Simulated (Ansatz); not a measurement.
Theory: DFT PBE, scalar-relativistic, plane waves, PAW in Ansatz. All cells share a 420 eV cutoff and Γ-centred k meshes spaced at most about 0.3 Å⁻¹ (about 0.25 or finer for metals, 2π included). No spin polarisation in the final relaxations.

These are static total energies at zero pressure. All come from trial cells, and lower structures may exist.

Task: Order these relaxed structures of P by energy, lowest first, with the energy over the lowest of them.
A. Space group I4_1/amd (No. 141), tetragonal, a = 6.242 Å, c = 4.664 Å. Around P on a site of symmetry -4m2 lie 4 P at 2.34 Å; P on a site of symmetry 2/m has 2 P at 2.34 Å and 4 P at 2.50 Å.
B. Space group P6_122 (No. 178), hexagonal, a = 5.869 Å, c = 4.911 Å. P is surrounded by 2 P at 2.19 Å and 2 P at 2.68 Å.
C. Space group P6_522 (No. 179), hexagonal, a = 6.654 Å, c = 5.219 Å. Around P lie 5 P at 2.31–2.57 Å.

Result: A (0 meV/atom), C (60 meV/atom), B (181 meV/atom). Forms: A I4_1/amd; C P6_522; B P6_122. Counting all near atoms (those within 1.25 times the shortest such distance or 1.15 times the sum of covalent radii; a plus sign parts nearer from farther groups; a slash parts the counts of unlike sites): A has P 4/6; C has P 5; B has P 2+2.

Cells relaxed within their symmetry can be saddle points. The part of the Crystallography Open Database at hand lists P in space groups No. 2, 13, 64, 123; no cell shown has one of them. Some candidate types were left out of the draw beforehand, so a known form may be missing.
